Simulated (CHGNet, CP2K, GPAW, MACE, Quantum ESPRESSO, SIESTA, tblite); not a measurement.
**Forces in generalised stacking fault on (110) of BePd (80 atoms), program by program**

Aim: forces, pressure of generalised stacking fault on (110) of BePd (80 atoms) at one geometry, from other programs and methods, against plane-wave PBE.

Results are calculated, not measured.

In doubt: a PseudoDojo file used here is known to give poor structures and forces (SIESTA), which bears on pressures, cells, forces and phonons.

## (1) The cell

The cell holds 80 atoms (40 Be and 40 Pd), with edges of 5.63, 7.96 and 19.94 Å. Recipe: CsCl-type BePd (a = 2.813 Å), cell with z along [110], 2 x 2 x 5 periods; the third cell vector is tilted by 0.500 of [001] and lengthened by 0 Å, so the cell holds one fault; displaced by a Gaussian of 0.01 Å. Then every atom was moved at random, 0.02 Å r.m.s. a Cartesian component. The density is 8.61 g/cm³.

## (2) The reference input

Quantum ESPRESSO 7.5: Kohn-Sham DFT, PBE, SSSP efficiency 1.3.0 pseudopotentials, plane waves. Its input, pw.in:

```
&control
  calculation = 'scf'
  pseudo_dir = './pseudo'
  outdir = './tmp'
  disk_io = 'none'
  tprnfor = .true.
  tstress = .true.
/
&system
  ibrav = 0
  nat = 80
  ntyp = 2
  ecutwfc = 55
  ecutrho = 440
  nosym = .true.
  occupations = 'smearing'
  smearing = 'fd'
  degauss = 0.003675
/
&electrons
  conv_thr = 4.0e-07
  electron_maxstep = 100
  mixing_beta = 0.2
  mixing_mode = 'local-TF'
  diagonalization = 'david'
/
ATOMIC_SPECIES
Be 9.012 Be.upf
Pd 106.420 Pd.upf
CELL_PARAMETERS angstrom
5.62600 0.00000 0.00000
0.00000 7.95637 0.00000
1.40650 0.00000 19.89091
ATOMIC_POSITIONS crystal
Be 0.75730 0.00109 0.99874
Pd 0.22477 0.99788 0.09757
Be 0.25049 0.99935 0.00189
Pd 0.72052 0.99619 0.09979
[... 74 atom lines left out ...]
Be 0.27949 0.75718 0.89875
Pd 0.49730 0.74849 0.99953
K_POINTS gamma
```

```console
$ OMP_NUM_THREADS=1 mpirun -np 4 pw.x -in pw.in > output.txt
```

The job ended after 2.7 min (4 MPI ranks of Arm Neoverse V1, shared host; peak memory 2.8 GiB; 11 min of CPU time).

It converged with an r.m.s. force component of 0.55 eV/Å and a pressure of 8.2 GPa.

## (3) The other programs

- CHGNet: machine-learned potential, published weights.
- CP2K 2026.2: Gaussian basis with GTH pseudopotentials and a plane-wave density; labels give functional, basis (MOLOPT sets; SR short-range, UZH the newer set with its own potentials), grid cutoff/relative cutoff and solver (OT: orbital transformation; TRS4, TC2, SIGN: linear-scaling purification with its sparsity filter), or its built-in tight binding.
- MACE: machine-learned potential, published weights.
- Quantum ESPRESSO 7.5: plane waves; labels (QE) give functional, pseudopotential set and cutoffs of waves/density.
- SIESTA 5.4.2: numerical atomic orbitals, whose automatically made sets are far from complete, with PseudoDojo norm-conserving potentials that we converted to its format (checked against plane waves on the same files for H, C, O, Si, Ge and Ca alone); labels give functional, basis size, energy shift and mesh cutoff.
- tblite 0.8.0: extended tight binding, driven from Python.

All use the same cell and atoms, and the electronic-structure runs the same k-mesh.

## (4) Side by side

Differences are against the reference: forces as r.m.s. over components, share as that over the reference's r.m.s. force, slope as the fitted ratio of a run's forces to the reference's.

```csv
run,"Δ force, r.m.s. (meV/Å)",share (%),slope,Δ pressure (GPa),cores,CPU time,memory (GiB)
reference,-,-,-,-,4,11 min,2.8
CHGNet 0.3.0 potential,202,36.7,0.812,-2.62,1,5.4 s,1.9
"CP2K PBE, DZVP-MOLOPT-SR, 210/50 Ry, diagonalisation (coarse)",2690,489,1.758,7.40,2,9.4 min,1.1
"CP2K PBE, DZVP-MOLOPT-SR, 300/50 Ry, diagonalisation (coarse)",1354,246,1.115,5.21,4,9.7 min,3.0
"CP2K PBE, DZVP-MOLOPT-SR, 600/50 Ry, diagonalisation",39.5,7.17,1.067,1.61,4,11 min,4.7
"CP2K PBE, DZVP-MOLOPT-SR, 600/70 Ry, diagonalisation",39.5,7.18,1.067,1.62,4,14 min,4.7
MACE MP-0b2 small potential,185,33.7,0.914,-3.39,1,8 s,0.67
MACE MPA-0 medium potential,203,36.9,1.127,-2.33,1,9.4 s,1.0
"QE PBE, sssp-1.3.0-efficiency, 20/160 Ry (coarse)",217,39.4,0.953,-782,2,3.1 min,0.69
"SIESTA PBE, DZ, shift 0.01 Ry, mesh 300 Ry (coarse)",429,78.0,1.380,10.8,2,2.9 min,0.85
tblite GFN1-xTB,565,103,1.750,15.6,1,8.7 s,0.13
```

Rows marked coarse were listed beforehand as settings not expected to be converged; some can still land near the reference.

Times of the machine-learned potentials are mostly Python's start and the loading of weights.

Runs without a result: SIESTA PBE, DZP, shift 0.01 Ry, mesh 300 Ry (stopped at the start); GPAW PBE, LCAO dzp, h 0.2 Å (cut off at its time limit); CP2K PBE, SZV-MOLOPT-SR, 600/50 Ry, diagonalisation (stopped at the start); SIESTA PBE, SZP, shift 0.01 Ry, mesh 300 Ry (stopped at the start); SIESTA PBE, DZP, shift 0.01 Ry, mesh 200 Ry (stopped at the start); GPAW PBE, LCAO dzp, h 0.2 Å, other mixer settings (cut off at its time limit); GPAW PBE, LCAO szp(dzp), h 0.2 Å (cut off at its time limit); GPAW PBE, LCAO sz(dzp), h 0.2 Å (cut off at its time limit); GPAW LDA, LCAO dzp, h 0.2 Å (cut off at its time limit); SIESTA RPBE, PBE potentials, DZP, shift 0.01 Ry, mesh 300 Ry (stopped at the start).

CPU time is summed over cores on shared hosts, so it is rough.

## (5) What came out

Forces lie from 7.2 % (CP2K PBE, DZVP-MOLOPT-SR, 600/50 Ry, diagonalisation) to 489 % (CP2K PBE, DZVP-MOLOPT-SR, 210/50 Ry, diagonalisation, coarse) of the reference's r.m.s. force of 0.55 eV/Å away from it. The PBE runs in local orbitals, coarse settings apart, differ by 7.2 % in each run; basis, grid and potentials can all enter. Tight binding differs by 103 % (tblite GFN1-xTB); it is another model, with fitted parameters of its own, and the xTB methods hold dispersion. Machine-learned potentials differ by 34 % (MACE MP-0b2 small potential) to 37 % (MACE MPA-0 medium potential); they were trained on other programs' data. Among those trained on PBE data the slope goes as low as 0.81, which softening far from their training structures can give, though the reference's k-sampling is untested too.

Runs with settings chosen to be coarse differ by 39 % (QE PBE, sssp-1.3.0-efficiency, 20/160 Ry) to 489 % (CP2K PBE, DZVP-MOLOPT-SR, 210/50 Ry, diagonalisation), their programs' other errors included. From CP2K PBE, DZVP-MOLOPT-SR, 210/50 Ry, diagonalisation to the finer CP2K PBE, DZVP-MOLOPT-SR, 600/70 Ry, diagonalisation the share falls from 489 to 7.2 %. Pressures at PBE, coarse settings apart, lie +1.61 to +1.62 GPa from the reference's. A pressure off by over 25 GPa (QE PBE, sssp-1.3.0-efficiency, 20/160 Ry) is no usable stress for this cell.

Caveats: Periodic xTB results under one method name differ between programs and library versions. The reference's pressure holds the uncorrected Pulay stress of its 55 Ry basis, so small pressure differences may be the reference's own error. A potential file of the SIESTA runs is in doubt, which bears on their forces and pressure. Machine-learned potentials mimic data converged in k, so the reference's own k-point error enters their differences. The cell is under 6 Å thick along one periodic direction, so every atom has periodic images of itself close by, which move with it. The reference's stress is far from hydrostatic: its diagonal is 15.3, 0.6, 8.6 GPa, compression counted positive. The host structure and its lattice constant were typed by rule, without a check against the phase diagram. The electronic-structure runs sample only Γ, in a cell whose shortest periodic width is 6 Å, which is coarse for a cell with partly filled levels. The reference's pressure of 8.2 GPa reflects the volume that the recipe set, positions that aren't this level's minimum and the coarse k-sampling. Spin–orbit coupling is left out. Where levels are smeared, the DFT runs use Fermi–Dirac occupations at 580 K (0.05 eV), and energies are free energies. The atoms were displaced at random, and shares hang on the size of the forces that this gives. The reference's cutoffs and mesh weren't converged further here.

[Logs are printed without paths, hosts, clocks, repeated set-up lines and the standing remarks that a program may print on its own settings, such as how far it seeks lower states.]

[Hosts, paths, dates, database ids (printed as entryN), source tags and the programs' standing remarks are cut or masked in the printed files.]

[Cells were taken only where this reference lay near another plane-wave run.]
